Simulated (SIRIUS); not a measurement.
Crystal: In.

```
CELL_PARAMETERS angstrom
-1.62547 1.62547 2.47370
1.62547 -1.62547 2.47370
1.62547 1.62547 -2.47370
ATOMIC_POSITIONS crystal
In 0.00000 0.00000 0.00000
```

Base run:

- Program: SIRIUS 7.10.0
- Functional: PBEsol
- Potentials or basis: PseudoDojo 0.4.1 PBE standard (scalar relativistic)
- Cutoff: 960 eV
- Density cutoff: 3840 eV
- k mesh: 9 × 9 × 9
- Occupations: fermi-dirac, width 0.05 eV
- Spin: no spin polarisation

Its results: band gap on the k mesh none (metal or under the smearing width); pressure -0.8 GPa.

Question: The run is repeated on the same cell with these changes: functional from PBEsol to LDA; libxc names from ["XC_GGA_X_PBE_SOL", "XC_GGA_C_PBE_SOL"] to ["XC_LDA_X", "XC_LDA_C_PW"]. What comes out?

Answer: Band gap on the k mesh none (metal or under the smearing width); pressure -2.2 GPa.

Caveats: the potentials were made for another functional, which shifts forces and pressure.

Not every run made on this cell is shown here.
